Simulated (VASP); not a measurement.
# C: relaxed cell and band gap, by functional

C, Fd-3m (no. 227), 2 atoms in the cell.

| Functional | Volume (Å³/atom) | Change from the starting volume (fraction) | Gap, path and mesh (eV) | Time (s) |
|---|---|---|---|---|
| rev-vdW-DF2 | 5.67 | 0.000 | 4.18 | 25 |
| vdW-DF-cx | 5.67 | 0.000 | 4.09 | 26 |
| vdW-DF3-opt1 | 5.64 | -0.006 | 4.19 | 282 |
| vdW-DF3-opt2 | 5.66 | -0.003 | 4.18 | 291 |

## Input of the first row

INCAR.step1:
```
PREC     = Accurate       # precision mode
ENCUT    = 600            # plane-wave cutoff, eV
EDIFF    = 1E-7           # SCF threshold, eV
ISMEAR   = 0              # smearing method
SIGMA    = 0.02           # smearing width, eV
LREAL    = False          # projectors in reciprocal space
LASPH    = True           # aspherical terms in the spheres
GGA_COMPAT= False        
ALGO     = Normal         # electronic algorithm
NELM     = 150            # most SCF steps
ISIF     = 3              # what is computed and relaxed
LWAVE    = False          # write WAVECAR
LCHARG   = False          # write CHGCAR
GGA      = MK             # functional
PARAM1   = 0.1234568    
PARAM2   = 0.7114       
ZAB_VDW  = -1.8867      
LUSE_VDW = True         
AGGAC    = 0.0          
IBRION   = 2              # ionic algorithm
EDIFFG   = -0.002         # ionic threshold
NSW      = 60             # ionic steps
KPAR     = 4             
```

INCAR.step2, as INCAR.step1 but for:
```
- NSW = 60
+ NSW = 40
```

INCAR.step3, as INCAR.step2 but for:
```
- ISIF = 3
- IBRION = 2
- EDIFFG = -0.002
- NSW = 40
+ ISIF = 2
+ NBANDS = 11
```

KPOINTS:
```
k-points
0
Gamma
  9 9 9
```

KPOINTS_OPT:
```
path GXWKGLUWLK,UX
8
line-mode
reciprocal
 0.0000000000  0.0000000000  0.0000000000  G
 0.5000000000  0.0000000000  0.5000000000  X

 0.5000000000  0.0000000000  0.5000000000  X
 0.5000000000  0.2500000000  0.7500000000  W

 0.5000000000  0.2500000000  0.7500000000  W
 0.3750000000  0.3750000000  0.7500000000  K

 0.3750000000  0.3750000000  0.7500000000  K
 0.0000000000  0.0000000000  0.0000000000  G

 0.0000000000  0.0000000000  0.0000000000  G
 0.5000000000  0.5000000000  0.5000000000  L

 0.5000000000  0.5000000000  0.5000000000  L
 0.6250000000  0.2500000000  0.6250000000  U

 0.6250000000  0.2500000000  0.6250000000  U
 0.5000000000  0.2500000000  0.7500000000  W

 0.5000000000  0.2500000000  0.7500000000  W
 0.5000000000  0.5000000000  0.5000000000  L

 0.5000000000  0.5000000000  0.5000000000  L
 0.3750000000  0.3750000000  0.7500000000  K

 0.6250000000  0.2500000000  0.6250000000  U
 0.5000000000  0.0000000000  0.5000000000  X
```

POSCAR.step1:
```
C
1.0
    0.0000000000      1.7833700000      1.7833700000
    1.7833700000      0.0000000000      1.7833700000
    1.7833700000      1.7833700000      0.0000000000
C
2
Direct
    0.7500000000      0.7500000000      0.7500000000
    0.5000000000      0.5000000000      0.5000000000
```

Commands (each step's output is kept before the next begins):
```
cat potpaw_PBE.64/C/POTCAR > POTCAR
cp INCAR.step1 INCAR
cp POSCAR.step1 POSCAR
mpirun -np 4 vasp_std > vasp.out
cp CONTCAR POSCAR
rm WAVECAR CHG
cp INCAR.step2 INCAR
mpirun -np 4 vasp_std > vasp.out
cp CONTCAR POSCAR
rm WAVECAR CHG
cp INCAR.step3 INCAR
mpirun -np 4 vasp_std > vasp.out
```

Changes of the last row against the first:
```
(all steps)
- PARAM2 = 0.7114
+ PARAM2 = 0.58
+ IVDW_NL = 4
```

VASP 6.6.1 took 25 s on 4 cores (Intel Xeon 6975P-C (Granite Rapids)), a shared host.
